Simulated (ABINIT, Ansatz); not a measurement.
**Converging GW for NaCl (Fm-3m) in ABINIT**

What does each rung of G0W0 on NaCl (Fm-3m) cost, and what does it buy?

Main program and level: ABINIT 10.8.3; PBE and many-body steps on it, plane waves.

The database entry behind the starting cell differs from later determinations by our own check (an axis about 0.4 % short against later determinations), so it need not match the best structure at ambient conditions.

## 1. The structure

Symmetry: Fm-3m, No. 225, cubic system. The conventional cell has a = 5.620 Å, b = 5.620 Å, c = 5.620 Å, α = 90.00°, β = 90.00°, γ = 90.00°. Nearest to Na lie 6 Cl at 2.81 Å. Cl has 6 Na at 2.81 Å nearest. Farther neighbours and most contacts between anions are not listed.

The cell and positions come from the Crystallography Open Database and are kept as given unless a step says otherwise.

## 2. Empty states on the mesh, 6×6×6 mesh, 592 bands

This step: ABINIT 10.8.3; DFT, PBE, plane waves, norm-conserving pseudopotentials.

The sums over transitions need many empty states on a uniform mesh; this step solves for them.

run.abi reads:

```
acell 3*1.0 Angstrom
rprim 
  0.000000000000 2.810000000000 2.810000000000
  2.810000000000 0.000000000000 2.810000000000
  2.810000000000 2.810000000000 0.000000000000
ntypat 2
znucl 11 17
natom 2
typat 1 2
xred 
  0.000000000000 0.000000000000 0.000000000000
  0.500000000000 0.500000000000 0.500000000000
pp_dirpath "pseudos"
pseudos "Na.upf, Cl.upf"
ecut 38
ngkpt 6 6 6
nshiftk 1
shiftk 0 0 0
kptopt 1
chksymbreak 0
irdden 1
istwfk *1
nband 592
prtvol 0
optdriver 6
gwr_task "HDIAGO"
paral_kgb 0
occopt 1
indata_prefix "in"
outdata_prefix "out"
tmpdata_prefix "tmp"
```

The run is started by

```bash
$ OMP_NUM_THREADS=1 mpirun -n 4 abinit run.abi > log
```

Output:

```text
.Version 10.8.3 of ABINIT. v10.8.2 released Aug 2026.

 Symmetries : space group Fm -3 m (#225); Bravais cF (face-center cubic)
[... echo of the input left out ...]
== DATASET  1 ==================================================================
-   mpi_nproc: 4, omp_nthreads: 1 (-1 if OMP is not activated)

--- !DatasetInfo
iteration_state: {dtset: 1, }
dimensions: {natom: 2, nkpt: 16, mband: 592, nsppol: 1, nspinor: 1, nspden: 1, mpw: 3383, }
cutoff_energies: {ecut:  38.0, pawecutdg:  -1.0, }
[...]
Direct band gap semiconductor
 Fundamental gap:     5.150 (eV)
   VBM:    -0.539 (eV) at k: [ 0.0000E+00,  0.0000E+00,  0.0000E+00]
   CBM:     4.611 (eV) at k: [ 0.0000E+00,  0.0000E+00,  0.0000E+00]
 Direct gap:         5.150 (eV) at k: [ 0.0000E+00,  0.0000E+00,  0.0000E+00]

== END DATASET(S) ==============================================================
================================================================================

 -outvars: echo values of variables after computation  --------
           etotal      0.0000000000E+00
            nband         592
             nkpt          16
          spgroup         225
 [... the other variables as echoed above ...]

 Calculation completed.
```

Run time: 63 s. Hardware: 4 MPI ranks of Intel Xeon 6975P-C (Granite Rapids), shared host; peak memory 2.8 GiB; 4.2 min of CPU time.

This step gave:

```
gap                                                           : 5.150 eV
k of the valence top                                          : 0, 0, 0
k of the conduction bottom                                    : 0, 0, 0
least direct gap                                              : 5.150 eV
k points computed                                             : 16
lowest point of the top converged band, above the valence top : 311.7801 eV
```

On this mesh the gap is 5.150 eV.

The density comes from a self-consistent run that is not shown.

## 3. Screening, 6×6×6 mesh, 80 bands, screening to 133.3 eV

The RPA dielectric matrix is built and inverted for each q.

This step: RPA screening on PBE, plane waves, norm-conserving pseudopotentials.

run.abi: that of step 2 with these lines changed.

```diff
@@ -20,10 +20,11 @@
 chksymbreak 0
-irdden 1
 istwfk *1
-nband 592
-prtvol 0
-optdriver 6
-gwr_task "HDIAGO"
-paral_kgb 0
 occopt 1
+irdwfk 1
+optdriver 3
+nband 80
+ecuteps 4.9
+inclvkb 2
+awtr 1
+symchi 1
 indata_prefix "in"
```

Output:

```text
.Version 10.8.3 of ABINIT. v10.8.2 released Aug 2026.

 Symmetries : space group Fm -3 m (#225); Bravais cF (face-center cubic)
[... echo of the input left out ...]
== DATASET  1 ==================================================================
-   mpi_nproc: 4, omp_nthreads: 1 (-1 if OMP is not activated)

--- !DatasetInfo
iteration_state: {dtset: 1, }
dimensions: {natom: 2, nkpt: 16, mband: 80, nsppol: 1, nspinor: 1, nspden: 1, mpw: 3383, }
cutoff_energies: {ecut:  38.0, pawecutdg:  -1.0, }
electrons: {nelect:   1.60000000E+01, charge:   0.00000000E+00, occopt:   1.00000000E+00, tsmear:   1.00000000E-02, }

 SCREENING: Calculation of the susceptibility and dielectric matrices

 Based on a program developped by R.W. Godby, V. Olevano, G. Onida, and L. Reining.
 Incorporated in ABINIT by V. Olevano, G.-M. Rignanese, and M. Torrent.
.Using double precision arithmetic ; gwpc =  8

[... cell and pseudopotentials left out ...]
--------------------------------------------------------------------------------

 ==== K-mesh for the wavefunctions ====
 Number of points in the irreducible wedge :    16
[... list of points left out ...]
 Together with 48 symmetry operations and time-reversal symmetry
 yields   216 points in the full Brillouin Zone.

 ==== Q-mesh for the screening function ====
 Number of points in the irreducible wedge :    16
[... list of points left out ...]
 Together with 48 symmetry operations and time-reversal symmetry
 yields   216 points in the full Brillouin Zone.

 setmesh: FFT mesh size selected  =    30x   30x   30
          total number of points  =        27000

 vcoul_init : cutoff-mode = AUXILIARY_FUNCTION
 q-points for optical limit:   1
     1)      0.000010    0.000020    0.000030

- screening: taking advantage of time-reversal symmetry
- Maximum band index for partially occupied states nbvw = 8
- Remaining bands to be divided among processors   nbcw = 72
- Number of bands treated by each node ~18

 Number of electrons calculated from density =   16.0000; Expected =   16.0000
 average of density, n =  0.053429
 r_s =    1.6471
 omega_plasma =   22.2968 [eV]

 calculating chi0 at frequencies [eV] :
  1    0.000000E+00    0.000000E+00
  2    0.000000E+00    2.229681E+01

--------------------------------------------------------------------------------
  q-point number  1        q = ( 0.000000, 0.000000, 0.000000) [r.l.u.]
--------------------------------------------------------------------------------
[... chi0 elements left out ...]
 For q-point:  0.000010 0.000020 0.000030
  dielectric constant =   2.3481
  dielectric constant without local fields =   2.7609

  Average fulfillment of the sum rule on Im[epsilon] for q-point    1 :     56.11  [%]
[... wings left out ...]
  q-point number  2        q = ( 0.166667, 0.000000, 0.000000) [r.l.u.]
--------------------------------------------------------------------------------
[... chi0 elements left out ...]
  Average fulfillment of the sum rule on Im[epsilon] for q-point    2 :     67.80  [%]

 [... 14 further q-points ...]
```

Elapsed: 64 s, on 4 MPI ranks; peak memory 1.2 GiB; 4.2 min of CPU time.

This step gave:

```
ε∞ with local fields, on this mesh, along the program's q direction : 2.348
the same without local fields                                       : 2.761
plasma frequency                                                    : 22.30 eV
plane waves in the screening matrix                                 : 169
```

Local fields lower ε∞ by 15 %.

## 4. 80 bands, 133.3 eV

The self-energy is evaluated for the states that the input lists, and the levels follow from it, in one-shot runs by the linearised quasiparticle equation.

This step: G0W0 on PBE, plane waves, norm-conserving pseudopotentials.

run.abi: that of step 3 with these lines changed.

```diff
@@ -23,8 +23,15 @@
 irdwfk 1
-optdriver 3
+optdriver 4
 nband 80
+gwcalctyp 0
+ecutsigx 38
+symsigma 1
+nkptgw 1
+kptgw 
+  0.0000000000 0.0000000000 0.0000000000
+bdgw 
+  6 12
 ecuteps 4.9
-inclvkb 2
-awtr 1
-symchi 1
+irdscr 1
+ppmodel 1
 indata_prefix "in"
```

Output:

```text
.Version 10.8.3 of ABINIT. v10.8.2 released Aug 2026.

 Symmetries : space group Fm -3 m (#225); Bravais cF (face-center cubic)
[... echo of the input left out ...]
== DATASET  1 ==================================================================
-   mpi_nproc: 4, omp_nthreads: 1 (-1 if OMP is not activated)

--- !DatasetInfo
iteration_state: {dtset: 1, }
dimensions: {natom: 2, nkpt: 16, mband: 80, nsppol: 1, nspinor: 1, nspden: 1, mpw: 3383, }
cutoff_energies: {ecut:  38.0, pawecutdg:  -1.0, }
electrons: {nelect:   1.60000000E+01, charge:   0.00000000E+00, occopt:   1.00000000E+00, tsmear:   1.00000000E-02, }

 SIGMA: Calculation of the GW corrections

 Based on a program developped by R.W. Godby, V. Olevano, G. Onida, and L. Reining.
 Incorporated in ABINIT by V. Olevano, G.-M. Rignanese, and M. Torrent.
.Using double precision arithmetic ; gwpc =  8

[... cell and pseudopotentials left out ...]
--------------------------------------------------------------------------------

 ==== K-mesh for the wavefunctions ====
 Number of points in the irreducible wedge :    16
[... list of points left out ...]
 Together with 48 symmetry operations and time-reversal symmetry
 yields   216 points in the full Brillouin Zone.

 ==== Q-mesh for screening function ====
 Number of points in the irreducible wedge :    16
[... list of points left out ...]
 Together with 48 symmetry operations and time-reversal symmetry
 yields   216 points in the full Brillouin Zone.

 vcoul_init : cutoff-mode = AUXILIARY_FUNCTION
 q-points for optical limit:   1
     1)      0.000010    0.000020    0.000030
 setmesh: FFT mesh size selected  =    45x   45x   45
          total number of points  =        91125

 Number of electrons calculated from density =   16.0000; Expected =   16.0000
 average of density, n =  0.053429
 r_s =    1.6471
 omega_plasma =   22.2968 [eV]

 === KS Band Gaps ===
  >>>> For spin  1
   Minimum direct gap =   5.1497 [eV], located at k-point      :   0.0000  0.0000  0.0000
   Fundamental gap    =   5.1497 [eV], Top of valence bands at :   0.0000  0.0000  0.0000
                                       Bottom of conduction at :   0.0000  0.0000  0.0000
 SIGMA fundamental parameters:
 PLASMON POLE MODEL  1
 number of plane-waves for SigmaX                 3383
 number of plane-waves for SigmaC and W            169
 number of plane-waves for wavefunctions          3383
 number of bands                                    80
 number of independent spin polarizations            1
 number of spinorial components                      1
 number of k-points in IBZ                          16
 number of q-points in IBZ                          16
 number of symmetry operations                      48
 number of k-points in BZ                          216
 number of q-points in BZ                          216
 number of frequencies for dSigma/dE                 9
 frequency step for dSigma/dE [eV]                0.25
 number of omega for Sigma on real axis              0
 max omega for Sigma on real axis  [eV]           0.00
 zcut for avoiding poles [eV]                     0.10

 EPSILON^-1 parameters (SCR file):
 dimension of the eps^-1 matrix on file            169
 dimension of the eps^-1 matrix used               169
 number of plane-waves for wavefunctions          3383
 number of bands                                    80
 number of q-points in IBZ                          16
 number of frequencies                               2
 number of real frequencies                          1
 number of imag frequencies                          1

 matrix elements of self-energy operator (all in [eV])

 Perturbative Calculation

--- !SelfEnergy_ee
iteration_state: {dtset: 1, }
kpoint     : [   0.000,    0.000,    0.000, ]
spin       : 1
KS_gap     :    5.150
QP_gap     :    7.997
Delta_QP_KS:    2.848
data: !SigmaeeData |
     Band     E0 <VxcDFT>   SigX SigC(E0)      Z dSigC/dE  Sig(E)    E-E0       E
        6  -0.539 -14.493 -18.976   2.040   0.811  -0.233 -16.475  -1.982  -2.521
        7  -0.539 -14.493 -18.976   2.040   0.811  -0.233 -16.475  -1.982  -2.521
        8  -0.539 -14.493 -18.976   2.040   0.811  -0.233 -16.475  -1.982  -2.521
        9   4.611  -8.179  -4.218  -2.960   0.865  -0.156  -7.313   0.866   5.477
       10  10.523  -8.377  -3.612  -3.183   0.858  -0.165  -7.020   1.357  11.881
       11  10.523  -8.377  -3.612  -3.183   0.858  -0.165  -7.020   1.357  11.881
       12  10.523  -8.377  -3.612  -3.183   0.858  -0.165  -7.020   1.357  11.881

== END DATASET(S) ==============================================================
================================================================================

 -outvars: echo values of variables after computation  --------
           etotal      0.0000000000E+00
            nband          80
             nkpt          16
          spgroup         225
 [... the other variables as echoed above ...]

 Calculation completed.
```

Wall time 4.6 s (4 MPI ranks); peak memory 0.84 GiB.

Numbers from this step:

| Property | Result |
| --- | --- |
| G0W0 gap on the points computed | 7.998 eV |
| starting gap on the mesh | 5.150 eV |
| k of the valence top | 0, 0, 0 |
| k of the conduction bottom | 0, 0, 0 |
| Z at the valence top | 0.811 |
| Z at the conduction bottom | 0.865 |
| least direct G0W0 gap on the computed points | 7.998 eV |

The gap on the mesh goes from 5.15 eV to 8.00 eV, a correction of +2.85 eV.

## 5. Screening, 6×6×6 mesh, 243 bands, screening to 247.6 eV

This step: RPA screening on PBE, plane waves, norm-conserving pseudopotentials.

run.abi: that of step 4 with these lines changed.

```diff
@@ -23,15 +23,8 @@
 irdwfk 1
-optdriver 4
-nband 80
-gwcalctyp 0
-ecutsigx 38
-symsigma 1
-nkptgw 1
-kptgw 
-  0.0000000000 0.0000000000 0.0000000000
-bdgw 
-  6 12
-ecuteps 4.9
-irdscr 1
-ppmodel 1
+optdriver 3
+nband 243
+ecuteps 9.1
+inclvkb 2
+awtr 1
+symchi 1
 indata_prefix "in"
```

Output:

```text
.Version 10.8.3 of ABINIT. v10.8.2 released Aug 2026.

 Symmetries : space group Fm -3 m (#225); Bravais cF (face-center cubic)
[... echo of the input left out ...]
== DATASET  1 ==================================================================
-   mpi_nproc: 4, omp_nthreads: 1 (-1 if OMP is not activated)

--- !DatasetInfo
iteration_state: {dtset: 1, }
dimensions: {natom: 2, nkpt: 16, mband: 243, nsppol: 1, nspinor: 1, nspden: 1, mpw: 3383, }
cutoff_energies: {ecut:  38.0, pawecutdg:  -1.0, }
electrons: {nelect:   1.60000000E+01, charge:   0.00000000E+00, occopt:   1.00000000E+00, tsmear:   1.00000000E-02, }

 SCREENING: Calculation of the susceptibility and dielectric matrices

 Based on a program developped by R.W. Godby, V. Olevano, G. Onida, and L. Reining.
 Incorporated in ABINIT by V. Olevano, G.-M. Rignanese, and M. Torrent.
.Using double precision arithmetic ; gwpc =  8

[... cell and pseudopotentials left out ...]
--------------------------------------------------------------------------------

 ==== K-mesh for the wavefunctions ====
 Number of points in the irreducible wedge :    16
[... list of points left out ...]
 Together with 48 symmetry operations and time-reversal symmetry
 yields   216 points in the full Brillouin Zone.

 ==== Q-mesh for the screening function ====
 Number of points in the irreducible wedge :    16
[... list of points left out ...]
 Together with 48 symmetry operations and time-reversal symmetry
 yields   216 points in the full Brillouin Zone.

 setmesh: FFT mesh size selected  =    32x   32x   32
          total number of points  =        32768

 vcoul_init : cutoff-mode = AUXILIARY_FUNCTION
 q-points for optical limit:   1
     1)      0.000010    0.000020    0.000030

- screening: taking advantage of time-reversal symmetry
- Maximum band index for partially occupied states nbvw = 8
- Remaining bands to be divided among processors   nbcw = 235
- Number of bands treated by each node ~58

 Number of electrons calculated from density =   16.0000; Expected =   16.0000
 average of density, n =  0.053429
 r_s =    1.6471
 omega_plasma =   22.2968 [eV]

 calculating chi0 at frequencies [eV] :
  1    0.000000E+00    0.000000E+00
  2    0.000000E+00    2.229681E+01

--------------------------------------------------------------------------------
  q-point number  1        q = ( 0.000000, 0.000000, 0.000000) [r.l.u.]
--------------------------------------------------------------------------------
[... chi0 elements left out ...]
 For q-point:  0.000010 0.000020 0.000030
  dielectric constant =   2.3520
  dielectric constant without local fields =   2.7669

  Average fulfillment of the sum rule on Im[epsilon] for q-point    1 :     81.86  [%]
[... wings left out ...]
  q-point number  2        q = ( 0.166667, 0.000000, 0.000000) [r.l.u.]
--------------------------------------------------------------------------------
[... chi0 elements left out ...]
  Average fulfillment of the sum rule on Im[epsilon] for q-point    2 :     88.37  [%]

 [... 14 further q-points ...]
```

Wall time 5 min (4 MPI ranks); peak memory 3 GiB; 20 min of CPU time.

Numbers from this step:

| Quantity | Value |
| --- | --- |
| ε∞ with local fields, on this mesh, along the program's q direction | 2.352 |
| the same without local fields | 2.767 |
| plasma frequency | 22.30 eV |
| plane waves in the screening matrix | 387 |

(Continued in part 2 of 2.)

[Paths, hosts, dates, memory and timing lines, banners, echoed tables and standing remarks are left out of the program output.]

[Logs are printed without paths, hosts, clocks, repeated set-up lines and the standing remarks that a program may print on its own settings, such as how far it seeks lower states.]

[Runs of the session that timed out or met a known fault of the program may be left out.]

[Hosts, paths, dates, database ids (printed as entryN), source tags and the programs' standing remarks are cut or masked in the printed files.]

[G0W0 gaps are taken among the corrected bands and points alone; a level outside them can change the order at an edge.]

[Where Ansatz stands beside ABINIT at settings called matched, ABINIT's density can come from a denser mesh and the files from another edition; pairs whose starting gaps differed by over 0.03 eV were left out, so agreement reads better than it is.]
